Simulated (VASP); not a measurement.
Wanted: the native input for a VASP 6.6.1 run.

```
Task                   : single point
Functional             : PBE
Dispersion             : D3(BJ)
Potentials or basis    : VASP PAW PBE potentials, release 64 (Te)
Cutoff                 : 520 eV
k mesh                 : 6 × 5 × 1
Occupations            : gaussian, width 0.03 eV
Spin                   : no spin polarisation
Dipole correction      : yes
Further INCAR settings : ALGO = Normal; EDIFF = 1e-06
```

The structure of Te lies in POSCAR:

```
Te
1.0
    4.3110268400      0.0000000000      0.0000000000
    0.0000000000      5.9737350000      0.0000000000
    0.0000000000      0.0000000000     20.8638381300
Te
6
Direct
    0.6426544400      0.0000000000      0.3594736500
    0.2146909200      0.3333330000      0.4105279900
    0.6426544000      0.6666670000      0.4615823300
    0.1426543700      0.0000000000      0.5384176700
    0.7146908400      0.3333330000      0.5894720100
    0.1426543200      0.6666670000      0.6405263500
```

The slab is cut from a database's or a generator's crystal, which needn't be the stable form of the element.

These files were run (other wordings do the same):

INCAR

```
SYSTEM = Te
  PREC = Accurate
  ENCUT = 520
  EDIFF = 1E-6
  ISMEAR = 0
  SIGMA = 0.03
  LREAL = .False.
  LASPH = .True.
  NELM = 80
  ALGO = Normal
  ISIF = 2
  LWAVE = .False.
  LCHARG = .False.
  LDIPOL = .True.
  IDIPOL = 3
  DIPOL = 0.5 0.5 0.500
  GGA = PE
  IVDW = 12
  LVHAR = .True.
  LVACPOTAV = .True.
  ICORELEVEL = 1
  KPAR = 2
```

KPOINTS

```
regular mesh
0
Gamma
  6 5 1
  0 0 0
```

Potentials or basis: VASP PAW PBE potentials, release 64 (Te).

Launch:

```bash
$ cat potpaw_PBE.64/Te/POTCAR > POTCAR
$ mpirun -np 2 vasp_std > vasp.out
```

Results of the run:

* Largest force: 0.502 eV/Å
* Band gap on the k mesh: 0.87 eV, indirect (least direct gap 0.97 eV)
* Dispersion energy per atom: -0.312 eV
* Ionisation potential of the upper face: 4.89 eV

Caveat: spin-orbit coupling is left out, which moves the levels of the heavy elements.

It took 2.1 min on 2 MPI ranks on Intel(R) Xeon(R) Platinum 8488C (Sapphire Rapids) (shared host), peak memory 0.54 GiB a rank.
